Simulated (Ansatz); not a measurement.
**Gd (Fm-3m): which magnetic order lies lowest**

The task here is to estimate one member of a computed series from the others.

Computed with Ansatz 0.2.0 (DFT r²SCAN, scalar-relativistic, plane waves, PAW, unless a step's input says otherwise).

## The structure to begin with

Symmetry: Fm-3m, No. 225, cubic system. Conventional cell: a = 5.170 Å, b = 5.170 Å, c = 5.170 Å, α = 90.00°, β = 90.00°, γ = 90.00°. Around Gd (site symmetry m-3m) lie 12 Gd at 3.66 Å.

As a file:

```cif
data_structure
_symmetry_space_group_name_H-M 'P 1'
_symmetry_Int_Tables_number 1
_cell_length_a 3.6559
_cell_length_b 3.6559
_cell_length_c 3.6559
_cell_angle_alpha 60.000
_cell_angle_beta 60.000
_cell_angle_gamma 60.000
_cell_volume 34.55
loop_
_atom_site_label
_atom_site_type_symbol
_atom_site_fract_x
_atom_site_fract_y
_atom_site_fract_z
_atom_site_occupancy
Gd1 Gd 0.00000 0.00000 0.00000 1
```

An earlier run at r²SCAN left this cell at 34.551 Å³/atom and 0.00 GPa (16×16×16 mesh).

Set-up of the first run:

Contents of input.yaml:

```yaml
crystal:
  lattice:
    - [0.0, 2.5851033483, -2.5851033483]
    - [0.0, 2.5851033483, 2.5851033483]
    - [5.1702066966, 0.0, 0.0]
  atoms:
    - { symbol: Gd, position: [0.0, 0.0, 0.0], spin: 7.0 }
    - { symbol: Gd, position: [0.5, 0.5, 0.5], spin: 7.0 }
basis:
  ecutwfc: 500
  ecutrho_ratio: 4
kpoints:
  mp_grid: { grid: [10, 10, 8] }
hamiltonian:
  xc: r2scan
scf:
  occupations: { method: gaussian, width: 0.05 }
  lower_state_search: "off"
output:
  forces: true
  stress: true
  eigenvalues: true
  populations: true
magnetization:
  spin_polarized: true
```

Command:

```
$ ansatz run input.yaml --threads 2 --pin off --max-ram 5120MiB --backend cpu --events-out ev --progress --plain --runs-dir out
```

Among the steps run: Ferromagnetic, larger cell; Antiferromagnetic, propagation vector (1, 0, 0); Antiferromagnetic, propagation vector (1/2, 1/2, -1/2); No spin polarisation.

One of the session's tables, all rows but one given; the rest of the session is left out.

| order | above the lowest (meV/atom) | largest moment (μB) |
| --- | --- | --- |
| ferromagnetic | 0.0 | 7.67 |
| antiferromagnetic, propagation vector (1, 0, 0) | 79.7 | 7.41 |
| antiferromagnetic, propagation vector (1/2, 1/2, -1/2) | ? | ? |
| no spin polarisation | 7980.5 | 0.00 |

**Question.** Estimate the row for antiferromagnetic, propagation vector (1/2, 1/2, -1/2).

As computed: above the lowest (meV/atom): 63.0; largest moment (μB): 7.52. In the column «above the lowest (meV/atom)» it lies between ferromagnetic (0.0) and antiferromagnetic, propagation vector (1, 0, 0) (79.7).

The first row is the run of the earlier session that started with parallel moments (-9346.1704 eV/atom).

Limits of these values: Only these orders were tried, at zero temperature; the one found in experiment may not be among them. Warnings in the runs' records: stability check not made, given moment on shells, look outside group.
